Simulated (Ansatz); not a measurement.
Here is the system:

```xyz
18
Lattice="4.0946 0.0000 0.0000 2.0473 3.5460 0.0000 0.0000 0.0000 33.3877" Properties=species:S:1:pos:R:3 pbc="T T T"
F      3.0709     0.5910     7.5417
Sr     1.0236    -0.5910     8.3473
F      5.1182     1.7730     9.1913
F      5.1182    -0.5910    10.8300
Sr     3.0709    -1.7730    11.6768
F      7.1655     0.5910    12.5129
F      7.1655    -1.7730    14.1863
Sr     5.1182    -2.9550    15.0219
F      9.2128    -0.5910    15.8581
F      9.2128    -2.9550    17.5296
Sr     7.1655    -4.1370    18.3658
F     11.2601    -1.7730    19.2014
F     11.2601    -4.1370    20.8748
Sr     9.2128    -5.3190    21.7109
F     13.3074    -2.9550    22.5577
F     13.3074    -5.3190    24.1965
Sr    11.2601    -6.5010    25.0404
F     15.3547    -4.1370    25.8460
```

No spin polarisation.

The values are results of r2SCAN (Ansatz, an electronic-structure program), no spin-orbit coupling, not measurements. Γ-centred 9×9×1 mesh, Fermi–Dirac width 0.05 eV. The cell is a slab with vacuum along z.

Question: Predict the band gap and smallest direct gap.

Answer: 
```json
{
  "band_gap": "7.27 eV",
  "smallest_direct_gap": "7.34 eV"
}
```

Stability against distortions was not tested. The cell was made from SrF2 in the fluorite structure (space group Fm-3m, No. 225) by this change: a free-standing slab of 6 layers (18 atoms, 3 a layer) is cut normal to [111], with 15 Å of vacuum and the in-plane cell held at bulk.
